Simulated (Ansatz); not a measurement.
# Sn: pressure up to the limit of the methods, part 2 of 2

How does Sn (omega type) answer strong compression, and how long do frozen cores keep up with all electrons? Methods of the runs shown: LAPW, crystal datasets and norm-conserving. Companion runs by PAW are cited. Its runs: the reference run (LAPW); volume scaled by 1 (crystal datasets and norm-conserving); volume scaled by 0.95 (LAPW); volume scaled by 0.85 (LAPW); volume scaled by 0.55 (LAPW); volume scaled by 0.4 (LAPW, crystal datasets and norm-conserving).

Ansatz 0.2.0; DFT PBE; a cell built from a prototype (omega type), not taken from measurement. «Crystal datasets» are all-electron PAW datasets made for this crystal. Earlier steps stand in the parts before.

**7. Volume scaled by 0.55, LAPW**

File input.yaml:

```yaml
crystal:
  lattice:
    - [4.4587138163, 0.0, 0.0]
    - [-2.2293569082, 3.8613594332, 0.0]
    - [0.0, 0.0, 2.6725917108]
  atoms:
    - { symbol: Sn, position: [0.0, 0.0, 0.0] }
    - { symbol: Sn, position: [0.3333333333, 0.6666666667, 0.5] }
    - { symbol: Sn, position: [0.6666666667, 0.3333333333, 0.5] }
kpoints:
  mp_grid: { grid: [7, 7, 9] }
  band_path:
    path:
      - [0.0, 0.0, 0.0]
      - [0.5, 0.0, 0.0]
      - [0.3333333333, 0.3333333333, 0.0]
      - [0.0, 0.0, 0.0]
      - [0.0, 0.0, 0.5]
      - [0.5, 0.0, 0.5]
      - [0.3333333333, 0.3333333333, 0.5]
      - [0.0, 0.0, 0.5]
      - [0.5, 0.0, 0.5]
    npoints: 8
scf:
  occupations: { method: fermi_dirac, width: 0.1 }
hamiltonian:
  xc: pbe
  pseudopotentials: { kind: all_electron, lapw: { basis_error: 0.001 } }
output:
  forces: true
  stress: true
  eigenvalues: true
  populations: true
  dos: { projected: true, de: 0.2, e_range: [-14, 8] }
```

Started as:

```console
ansatz run input.yaml --threads 1 --pin off --max-ram 3072MiB --backend cpu --events-out ev --progress --plain --runs-dir out
```

What it wrote, shortened:

```text
Sn: projections on atomic orbitals take those of the free atom 1s2 2s2 2p6 3s2 3p6 3d10 4s2 4p6 4d10 5s2 5p2, of charge +0.00 (hamiltonian.pseudopotentials.projection_atoms)
LAPW: plane waves up to 9.091 Å⁻¹, error target 1.0e-3 eV per atom; small_component_spin mean_spin; Sn in spheres of 1.287 Å, 22 of its electrons in bands, Dirac shells []
[...]
Pseudopotentials: kind: all_electron
Pseudopotential: Sn, LAPW, valence charge 22, Koelling and Harmon's equation, gaussian nucleus
Functional definition: PBE
[...]
Crystal: 3 atoms, lattice volume = 46.013 Å³
Basis set: ecut = 314.8773935218218 eV, 595 PW (Γ), exchange–correlation at level 2
Bands: 40, of which v1, the nominal top of the filled ones, is band 33 counted from 1 (32 counted from 0)
Symmetry: 24 space group operations
Space group: P6/mmm (ITA 191), of the structure as read, at distance tolerance 3.6e-5 Å
k-points: 40 of 441
[...]
NSCF: frozen V_eff on 65 k-points
SCF converged after 9 iterations
Free energy (F): -504260.338153 eV
[...]
E sigma→0 (E₀):  -504260.320940 eV
Entropy (-TS):   -0.034426 eV (-11.475 meV/atom)
Fermi energy:    27.568344 eV
[...]
--- Forces (eV/Å), atoms counted from 1 ---
  atom   1  Sn     0.00000000     0.00000000     0.00000000
  atom   2  Sn     0.00000000     0.00000000    -0.00000000
  atom   3  Sn     0.00000000     0.00000000     0.00000000
[...]
--- Stress (GPa, compression-positive) ---
      118.352562       0.000000      -0.000000
        0.000000     118.352562       0.000000
       -0.000000       0.000000     117.880292
  P = ⅓ Tr σ = 118.1951 GPa (1181.951 kbar)
--- Band table (eV; the first three rows and the last of 40) ---
[...]
--- Löwdin populations: 3 sites ---
  site symbol       q [e]
     0     Sn     49.9142
     1     Sn     49.9648
     2     Sn     49.9648
  spilling = 0.001041 (of n_electrons = 150.000000)
```

Run time: 41 s. Hardware: 1 thread of Arm Neoverse V2, shared host; peak memory 0.41 GiB.

In short: pressure 118.20 GPa; no gap.

**8. Volume scaled by 0.4, LAPW**

input.yaml, as its differences from that of step 7:

```diff
@@ -2,5 +2,5 @@
   lattice:
-    - [4.4587138163, 0.0, 0.0]
-    - [-2.2293569082, 3.8613594332, 0.0]
-    - [0.0, 0.0, 2.6725917108]
+    - [4.0138808133, 0.0, 0.0]
+    - [-2.0069404066, 3.476122752, 0.0]
+    - [0.0, 0.0, 2.3983920155]
   atoms:
```

Started as:

```console
ansatz run input.yaml --threads 1 --pin off --max-ram 3072MiB --backend cpu --events-out ev --progress --plain --runs-dir out
```

What it wrote:

```text
Sn: projections on atomic orbitals take those of the free atom 1s2 2s2 2p6 3s2 3p6 3d10 4s2 4p6 4d10 5s2 5p2, of charge +0.00 (hamiltonian.pseudopotentials.projection_atoms)
LAPW: plane waves up to 10.281 Å⁻¹, error target 1.0e-3 eV per atom; small_component_spin mean_spin; Sn in spheres of 1.159 Å, 32 of its electrons in bands, Dirac shells []
Engine: ansatz 0.2.0
Pseudopotentials: kind: all_electron
Pseudopotential: Sn, LAPW, valence charge 32, Koelling and Harmon's equation, gaussian nucleus
Functional definition: PBE
  parameter kappa = 0.804
  parameter beta = 0.06672455060314922
  exchange = pbe_x(kappa = kappa, mu = beta*pi^2/3)
  correlation = pbe_c(beta = beta)
Crystal: 3 atoms, lattice volume = 33.464 Å³
Basis set: ecut = 402.708461129102 eV, 619 PW (Γ), exchange–correlation at level 2
Bands: 58, of which v1, the nominal top of the filled ones, is band 48 counted from 1 (47 counted from 0)
Symmetry: 24 space group operations
Space group: P6/mmm (ITA 191), of the structure as read, at distance tolerance 3.2e-5 Å
k-points: 40 of 441
Non-local potential: Sn, projectors of the file, none
Initial density: superposition of atomic densities (chi_scale 0.1, normalization cell)
Initial wavefunctions: plane waves of lowest kinetic energy (no species holds an atomic orbital)
Functional: x = pbe(κ = 0.804, μ = 0.2195149727645171), c = pbe(β = 0.06672455060314922)
iter 1 solved again at ethr=9.85e-5 eV; its pass at ethr=1.00e-1 eV (dr2=9.46e-2 eV) is discarded
SCF iter   1: F=—  HF=-504243.022674 eV  |F-HF|=—  |Δ(HF+E_count)|=         —  Δρ=2.65e-2  dr2=9.48e-2  ethr=9.85e-5  ⟨swp⟩=3.0  Hψ=15191  notcnv=0
preconditioner: auto → Kerker (q_TF=auto, 3.252 Å⁻¹)  [metal: Δε(μ)=0.031 eV  Ē_g=27.868 eV  σ=0.100 eV  W_gap=0.08  n_scr=26 (ndim 8)  ℏωp=41.6 eV  f_vac=0.000  D(μ)=0.64/eV (n_scr^D=6)]
SCF iter   2: F=—  HF=-504242.778240 eV  |F-HF|=—  |Δ(HF+E_count)|=   2.44e-1  Δρ=1.43e-2  dr2=3.22e-2  ethr=9.85e-5  ⟨swp⟩=2.1  Hψ=6753  notcnv=0  defer=1
SCF iter   3: F=—  HF=-504242.757517 eV  |F-HF|=—  |Δ(HF+E_count)|=   2.07e-2  Δρ=7.90e-3  dr2=1.17e-2  ethr=3.35e-5  ⟨swp⟩=2.0  Hψ=6428  notcnv=0
SCF iter   4: F=—  HF=-504242.754651 eV  |F-HF|=—  |Δ(HF+E_count)|=   2.87e-3  Δρ=2.92e-3  dr2=2.16e-3  ethr=1.22e-5  ⟨swp⟩=2.0  Hψ=6427  notcnv=0
iter 5 solved again at ethr=1.06e-7 eV; its pass at ethr=2.25e-6 eV (dr2=1.02e-4 eV) is discarded
SCF iter   5: F=—  HF=-504242.754827 eV  |F-HF|=—  |Δ(HF+E_count)|=   1.76e-4  Δρ=5.68e-4  dr2=1.02e-4  ethr=1.06e-7  ⟨swp⟩=2.0  Hψ=11165  notcnv=0
SCF iter   6: F=—  HF=-504242.754829 eV  |F-HF|=—  |Δ(HF+E_count)|=   1.13e-6  Δρ=2.05e-4  dr2=1.52e-5  ethr=1.06e-7  ⟨swp⟩=2.0  Hψ=6427  notcnv=0
SCF iter   7: F=—  HF=-504242.754822 eV  |F-HF|=—  |Δ(HF+E_count)|=   6.07e-6  Δρ=9.71e-5  dr2=2.52e-6  ethr=1.59e-8  ⟨swp⟩=2.0  Hψ=6427  notcnv=0
SCF iter   8: F=—  HF=-504242.754821 eV  |F-HF|=—  |Δ(HF+E_count)|=   1.16e-6  Δρ=2.97e-5  dr2=5.23e-7  ethr=2.62e-9  ⟨swp⟩=2.0  Hψ=6427  notcnv=0
SCF iter   9: F=-504242.754821 eV  HF=-504242.754821 eV  |F-HF|=2.85e-8  |Δ(HF+E_count)|=   1.48e-7  Δρ=7.51e-6  dr2=4.20e-8  ethr=5.44e-10  ⟨swp⟩=2.1  Hψ=6430  notcnv=0
SCF 1 converged in 9 iterations: F = -504242.754821 eV  dr2 = 4.20e-8
NSCF: frozen V_eff on 65 k-points
SCF converged after 9 iterations
Free energy (F): -504242.754821 eV
Harris-Foulkes:  -504242.754821 eV  (|F-HF|=2.85e-8)
Internal energy: -504242.733699 eV  (E = F + TS)
E sigma→0 (E₀):  -504242.744260 eV
Entropy (-TS):   -0.021122 eV (-7.041 meV/atom)
Fermi energy:    39.145340 eV
--- Per-component energies (eV) ---
  E_band       = -13530.547951
  E_kinetic    = 530568.647420
  E_xc         = -13530.982129
  E_electrostatic = -1021280.398990  (all electrons and nuclei)
  E_smearing   = -0.021122  (= −TS)
  E_closure    = 0.000000  (closes the sum)
  E_atoms      = -504256.831037  (free atoms, spherical and without spin; not in F)
  Σ components = -504242.754821   (vs F -504242.754821, Δ=0.00e0)
  Basis errors (estimates in eV, not in F): energy 2.9e-4 per atom: plane waves 2.8e-4 (1.5e-4 summed), levels above the bands 7.0e-63, relativity 5.5e-8, radial functions 1.2e-5, core shells 2.4e-7; eigenvalues (radial functions only) 3.4e-6; not estimated: angular momenta, meshes, grids; target (lapw.basis_error) 1.0e-3; muffin-tin radii Sn 1.159 Å
--- Forces (eV/Å), atoms counted from 1 ---
  atom   1  Sn     0.00000000     0.00000000     0.00000000
  atom   2  Sn     0.00000000    -0.00000000     0.00000000
  atom   3  Sn     0.00000000     0.00000000     0.00000000
  max |Σ_I F_I| component: 1.85e-17 eV/Å
--- Stress (GPa, compression-positive) ---
      390.319617      -0.000000       0.000000
       -0.000000     390.319617       0.000000
        0.000000       0.000000     390.920044
  P = ⅓ Tr σ = 390.5198 GPa (3905.198 kbar)
--- Band table (eV; the first three rows and the last of 40) ---
  k-point 0: bands = ["-431.0648", "-431.0648", "-431.0648", "-431.0648", "-431.0548", "-431.0548", "-431.0548", "-431.0548", "-431.0487", "-431.0487", "-430.7880", "-430.7865", "-430.7865", "-430.7834", "-430.7834", "-92.5111", "-92.4643", "-92.1688", "-48.4918", "-48.4918", "-48.2971", "-48.2971", "-48.2408", "-48.2021", "-48.0078", "-48.0078", "-47.9845", "12.9991", "14.1672", "14.1694", "14.3759", "14.3759", "14.7897", "14.7897", "15.0938", "15.0938", "15.1737", "15.1737", "15.3593", "15.3593", "16.2789", "16.2789", "17.5898", "32.6130", "32.6130", "32.6349", "32.6349", "33.7871", "33.9776", "43.7503", "50.0305", "51.2921", "51.5922", "51.5922", "53.1565", "53.1565", "58.2757", "58.2757"]
  k-point 1: bands = ["-431.0648", "-431.0648", "-431.0648", "-431.0648", "-431.0548", "-431.0548", "-431.0548", "-431.0548", "-431.0487", "-431.0487", "-430.7880", "-430.7865", "-430.7865", "-430.7834", "-430.7834", "-92.5088", "-92.4621", "-92.1666", "-48.4896", "-48.4896", "-48.2941", "-48.2941", "-48.2645", "-48.2252", "-48.0087", "-48.0069", "-48.0069", "13.2145", "14.3811", "14.3811", "14.3973", "14.4380", "14.6397", "14.6397", "14.6826", "14.6826", "15.3645", "15.3645", "15.4852", "15.4852", "16.2100", "16.2100", "17.9730", "33.0184", "33.0184", "33.0529", "33.0529", "33.9888", "34.1656", "41.0027", "50.3213", "50.8983", "50.8983", "51.2689", "51.2689", "54.1482", "56.4623", "56.4623"]
  k-point 2: bands = ["-431.0648", "-431.0648", "-431.0648", "-431.0648", "-431.0548", "-431.0548", "-431.0548", "-431.0548", "-431.0487", "-431.0487", "-430.7880", "-430.7865", "-430.7865", "-430.7834", "-430.7834", "-92.5031", "-92.4566", "-92.1610", "-48.4840", "-48.4840", "-48.3243", "-48.2863", "-48.2863", "-48.2836", "-48.0698", "-48.0046", "-48.0046", "13.7522", "14.1219", "14.1219", "14.3089", "14.3089", "14.4738", "14.4738", "14.9574", "15.1504", "15.2850", "15.2850", "15.7266", "15.7266", "16.0996", "16.0996", "19.1906", "34.0756", "34.0756", "34.2893", "34.2893", "34.6194", "34.7408", "36.5498", "48.2027", "48.2027", "48.2804", "48.2804", "51.1811", "51.2900", "52.4912", "57.3509"]
  k-point 39: bands = ["-431.0648", "-431.0648", "-431.0648", "-431.0648", "-431.0548", "-431.0548", "-431.0548", "-431.0548", "-431.0487", "-431.0487", "-430.7880", "-430.7865", "-430.7865", "-430.7834", "-430.7834", "-92.4735", "-92.4650", "-92.1505", "-48.4988", "-48.4216", "-48.4121", "-48.3941", "-48.3523", "-48.2521", "-48.1764", "-47.9988", "-47.9973", "13.4834", "13.5923", "14.1438", "14.2091", "14.2287", "14.3248", "14.5199", "14.6846", "15.0351", "15.5053", "15.5560", "16.1769", "16.3453", "16.3828", "16.4878", "27.5564", "29.1866", "30.0412", "32.1484", "33.4819", "34.0706", "41.0992", "41.5145", "44.1017", "44.6567", "44.9491", "46.5924", "51.1589", "52.6990", "53.3358", "54.2165"]
--- Löwdin populations: 3 sites ---
  site symbol       q [e]
     0     Sn     49.9450
     1     Sn     49.9277
     2     Sn     49.9277
  spilling = 0.001331 (of n_electrons = 150.000000)
```

Run time: 61 s. Hardware: 1 thread of Arm Neoverse V2, shared host; peak memory 0.47 GiB.

In short: pressure 390.52 GPa; no gap.

Levels at the path's labelled points, in eV from the Fermi level:

| point | band 46 | band 47 | band 48 | band 49 | band 50 | band 51 | band 52 |
| --- | --- | --- | --- | --- | --- | --- | --- |
| Γ | -6.51 | -6.51 | -5.36 | -5.17 | 4.60 | 10.89 | 12.15 |
| M | -7.86 | 3.63 | 3.64 | 3.87 | 3.98 | 6.11 | 9.40 |
| K | -1.23 | -1.23 | -1.21 | 7.53 | 7.53 | 7.91 | 10.60 |
| Γ | -6.51 | -6.51 | -5.36 | -5.17 | 4.60 | 10.89 | 12.15 |
| A | -2.01 | -2.01 | -0.87 | -0.47 | -0.47 | 2.56 | 2.56 |
| L | -8.03 | -3.87 | -3.10 | -1.65 | -1.15 | 6.97 | 6.99 |
| H | -7.61 | -7.61 | -6.12 | 3.14 | 4.23 | 4.23 | 5.34 |
| A | -2.01 | -2.01 | -0.87 | -0.47 | -0.47 | 2.56 | 2.56 |
| L | -8.03 | -3.87 | -3.10 | -1.65 | -1.15 | 6.97 | 6.99 |

States per cell, counted by energy window (eV from the Fermi level, on a grid of 0.20 eV):

| from | to | total | Sn 5p | Sn 5s |
| --- | --- | --- | --- | --- |
| -10 | -9 | 0.44 | 0.35 | 0.07 |
| -9 | -8 | 0.39 | 0.30 | 0.06 |
| -8 | -7 | 0.46 | 0.30 | 0.13 |
| -7 | -6 | 0.67 | 0.33 | 0.30 |
| -6 | -5 | 0.88 | 0.48 | 0.35 |
| -5 | -4 | 0.84 | 0.49 | 0.30 |
| -4 | -3 | 0.94 | 0.54 | 0.34 |
| -3 | -2 | 0.85 | 0.51 | 0.29 |
| -2 | -1 | 0.83 | 0.52 | 0.25 |
| -1 | 0 | 1.01 | 0.69 | 0.24 |
| 0 | 1 | 0.97 | 0.70 | 0.18 |
| 1 | 2 | 1.02 | 0.71 | 0.20 |
| 2 | 3 | 0.82 | 0.58 | 0.14 |
| 3 | 4 | 0.70 | 0.48 | 0.10 |
| 4 | 5 | 1.11 | 0.62 | 0.15 |

**9. Volume scaled by 0.4, crystal datasets**

File input.yaml:

```yaml
crystal:
  lattice:
    - [4.0138808133, 0.0, 0.0]
    - [-2.0069404066, 3.476122752, 0.0]
    - [0.0, 0.0, 2.3983920155]
  atoms:
    - { symbol: Sn, position: [0.0, 0.0, 0.0] }
    - { symbol: Sn, position: [0.3333333333, 0.6666666667, 0.5] }
    - { symbol: Sn, position: [0.6666666667, 0.3333333333, 0.5] }
kpoints:
  mp_grid: { grid: [7, 7, 9] }
scf:
  occupations: { method: fermi_dirac, width: 0.1 }
hamiltonian:
  xc: pbe
  pseudopotentials: { kind: all_electron, datasets: crystal }
output:
  forces: true
  stress: true
  eigenvalues: true
```

Started as:

```console
ansatz run input.yaml --threads 1 --pin off --max-ram 3072MiB --backend cpu --events-out ev --progress --plain --runs-dir out
```

What it wrote, shortened:

```text
[...]
band count auto-derived: 30 (N_el = 42.0; filled up to band 21; 26 by the electrons, moments and atoms)
[...]
Pseudopotentials: kind: all_electron
Pseudopotential: Sn, paw, valence charge 22, recommended cutoff 440 eV (normal), Koelling and Harmon's equation, gaussian nucleus
Functional definition: PBE
[...]
Crystal: 3 atoms, lattice volume = 33.464 Å³
Basis set: ecut = 440 eV, 681 PW (Γ), exchange–correlation on 60×60×36 points (8 copies of the dense FFT grid, shifted against one another)
Bands: 30, of which v1, the nominal top of the filled ones, is band 21 counted from 1 (20 counted from 0)
Symmetry: 24 space group operations
Space group: P6/mmm (ITA 191), of the structure as read, at distance tolerance 3.2e-5 Å
k-points: 40 of 441
[...]
Past the cutoffs: a stress includes 0.0046 GPa for waves and charges beyond them, in addition to the slope of what the spheres take
In the spheres:  the bands' charges fall short by 5.3e-7 e at most (sound up to 1e-3), those of shells solved beside the bands by 1.9e-7 e (sound up to 5e-4)
Fermi energy:    39.145331 eV
[...]
  The terms above E_closure are by the made datasets' own strengths, without shells solved beside the bands.
--- Forces (eV/Å), atoms counted from 1 ---
  atom   1  Sn     0.00000000     0.00000000     0.00000000
  atom   2  Sn     0.00000000    -0.00000000     0.00000000
  atom   3  Sn    -0.00000000     0.00000000     0.00000000
[...]
--- Stress (GPa, compression-positive) ---
      390.320272      -0.000000       0.000000
       -0.000000     390.320272       0.000000
        0.000000       0.000000     390.921878
  P = ⅓ Tr σ = 390.5208 GPa (3905.208 kbar)
  It holds what live shells' own plane waves past their cutoff add
--- Band table (eV; the first three rows and the last of 40) ---
[... band rows left out ...]
[...]
```

Run time: 14 s. Hardware: 1 thread of Arm Neoverse V2, shared host; peak memory 0.6 GiB.

Read from it: pressure 390.52 GPa; no gap.

**10. Volume scaled by 0.4, norm-conserving**

input.yaml, as its differences from that of step 9:

```diff
@@ -15,3 +15,3 @@
   xc: pbe
-  pseudopotentials: { kind: all_electron, datasets: crystal }
+  pseudopotentials: { kind: nc }
 output:
```

Started as:

```console
ansatz run input.yaml --threads 1 --pin off --max-ram 3072MiB --backend cpu --events-out ev --progress --plain --runs-dir out
```

What it wrote, shortened:

```text
[...]
Pseudopotentials: kind: nc
Pseudopotential: Sn, nc, valence charge 14, recommended cutoff 979.609905 eV (normal), Sn.nc.azcp
Functional definition: PBE
[...]
Crystal: 3 atoms, lattice volume = 33.464 Å³
Basis set: ecut = 979.609905 eV, 2311 PW (Γ), exchange–correlation on 90×90×50 points (8 copies of the dense FFT grid, shifted against one another)
Bands: 26, of which v1, the nominal top of the filled ones, is band 21 counted from 1 (20 counted from 0)
Symmetry: 24 space group operations
Space group: P6/mmm (ITA 191), of the structure as read, at distance tolerance 3.2e-5 Å
k-points: 40 of 441
[...]
SCF iter   1: F=—  HF=-6598.467124 eV  |F-HF|=—  |Δ(HF+E_count)|=         —  Δρ=5.38e-2  dr2=5.41e-1  ethr=3.10e-3  ⟨swp⟩=20.0  Hψ=12898  notcnv=0
[...]
SCF iter   8: F=-6598.239065 eV  HF=-6598.239065 eV  |F-HF|=2.78e-10  |Δ(HF+E_count)|=   6.73e-9  Δρ=2.08e-6  dr2=5.58e-10  ethr=5.13e-11  ⟨swp⟩=12.0  Hψ=9053  notcnv=0
[...]
SCF converged after 8 iterations
Free energy (F): -6598.239065 eV
[...]
E sigma→0 (E₀):  -6598.228495 eV
Entropy (-TS):   -0.021142 eV (-7.047 meV/atom)
Fermi energy:    32.436021 eV
[...]
--- Forces (eV/Å), atoms counted from 1 ---
  atom   1  Sn     0.00000000     0.00000000     0.00000000
  atom   2  Sn     0.00000000    -0.00000000     0.00000000
  atom   3  Sn     0.00000000     0.00000000     0.00000000
[...]
--- Stress (GPa, compression-positive) ---
      392.267780      -0.000000       0.000000
       -0.000000     392.267780       0.000000
        0.000000       0.000000     392.872553
  P = ⅓ Tr σ = 392.4694 GPa (3924.694 kbar)
--- Band table (eV; the first three rows and the last of 40) ---
  k-point 0: bands = ["6.3104", "7.4779", "7.4836", "7.6856", "7.6856", "8.0976", "8.0976", "8.4090", "8.4090", "8.4886", "8.4886", "8.6715", "8.6715", "9.5926", "9.5926", "10.8726", "25.8962", "25.8962", "25.9193", "25.9193", "27.0831", "27.2744", "37.0383", "43.2991", "44.6111", "44.8823"]
[...]
```

Wall time 18 s (1 thread of Arm Neoverse V2, shared host); peak memory 0.31 GiB.

Result: pressure 392.47 GPa; no gap.

**11. Side by side**

Rows by PAW come from runs of the same series that aren't printed here.

```
             method  volume over the first  volume (Å³/atom)  pressure (GPa)  SCF cycles, all passes
               LAPW                      1            27.887            0.02                       9
               LAPW                   0.95            26.492            2.73                       9
               LAPW                   0.85            23.704           11.16                       9
               LAPW                   0.55            15.338          118.20                       9
               LAPW                    0.4            11.155          390.52                       9
                PAW                      1            27.887            0.02                       6
                PAW                   0.95            26.492            2.73                       7
                PAW                   0.85            23.704           11.17                       6
                PAW                   0.55            15.338          118.36                       7
                PAW                    0.4            11.155          391.33                       7
   PAW (core large)                    0.4            11.155          391.33                       7
PAW (cutoff 800 eV)                   0.85            23.704           11.16                       7
   crystal datasets                      1            27.887            0.02                       8
   crystal datasets                    0.4            11.155          390.52                       8
    norm-conserving                      1            27.887            0.03                       7
    norm-conserving                    0.4            11.155          392.47                       8
```

**12. Outcome**

What follows sums up all 2 parts.

| quantity | value |
| --- | --- |
| LAPW pressure at 0.4 of the volume | 390.5 GPa |
| PAW pressure at 0.4 of the volume | 391.3 GPa |
| PAW (core large) pressure at 0.4 of the volume | 391.3 GPa |
| crystal datasets pressure at 0.4 of the volume | 390.5 GPa |
| norm-conserving pressure at 0.4 of the volume | 392.5 GPa |
| fitted bulk modulus at zero pressure (LAPW) | 49 GPa |
| its pressure derivative | 4.62 |

At 0.4 of the starting volume LAPW gives 391 GPa. One third-order Birch-Murnaghan curve follows these points (B₀ = 49 GPa, B′ = 4.62, misfit at most 0.40 GPa). A fit over so wide a range leans to the high pressures, so B₀ can be off by several per cent. Where LAPW's pressure is over 3 GPa, PAW's departs from it by at most 0.2 %, at 0.4 of the volume. The ions are at rest, and the electrons smeared by 0.1 eV.
